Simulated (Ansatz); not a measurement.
## Notes on BaTiO₃

```
Ti O Ba
1.0
     4.01226    4.01226    0.00000
     0.00000    4.01226    4.04593
     4.01226    0.00000    4.04593
Ti O Ba
2 6 2
Cartesian
  2.0061 2.0061 2.0634
  6.0184 6.0184 6.1094
  2.0061 4.0123 5.9839
  6.0184 4.0123 5.9839
  4.0123 2.0061 5.9839
  4.0123 6.0184 5.9839
  2.0061 2.0061 3.9569
  6.0184 6.0184 8.0029
  0.0000 0.0000 0.0000
  4.0123 4.0123 4.0459
```

Single point in Ansatz 0.2.0 with PBEsol, with U_eff = 6.8 eV on Ti d (all-electron-ortho-atomic projectors), collinear spin. Cutoff 420 eV, PAW datasets, 5×5×5 Γ-centred k mesh, fermi-dirac filling (width 0.1 eV).

The state carries no moments; the state need not be the lowest.

Question: Where is the largest force?

Answer: The largest is on Ti2 (and as large on other atoms): 0.24 eV/Å, components (0.00, 0.00, -0.24). It makes 180° with the line to a nearest neighbour, O8 at 1.89 Å, pointing away from it.

Question: What does the stress say?

Answer: The pressure is -3.3 GPa (compression positive), so with the atoms held at these fractions the cell would first shrink.

Question: Metal or insulator? Give the gap.

Answer: The gap is 2.65 eV, direct at the points sampled.

Question: How is the charge shared?

Answer: Bader charges in e: Ba +1.52, Ti +2.42, O -1.31. In the mean Ti gives up most and O takes most.

Question: Describe some of the short contacts.

Answer: Ti–O at 1.89 Å: least valence density 0.85 e/Å³ and ELF 0.25 there. Ba–O at 2.79 Å: least valence density 0.19 e/Å³ and ELF 0.10 there, a closed-shell (ionic or weak) contact. Both are smooth PAW fields, read partly inside the augmentation spheres.

Origin: a database entry at a rescaled volume.
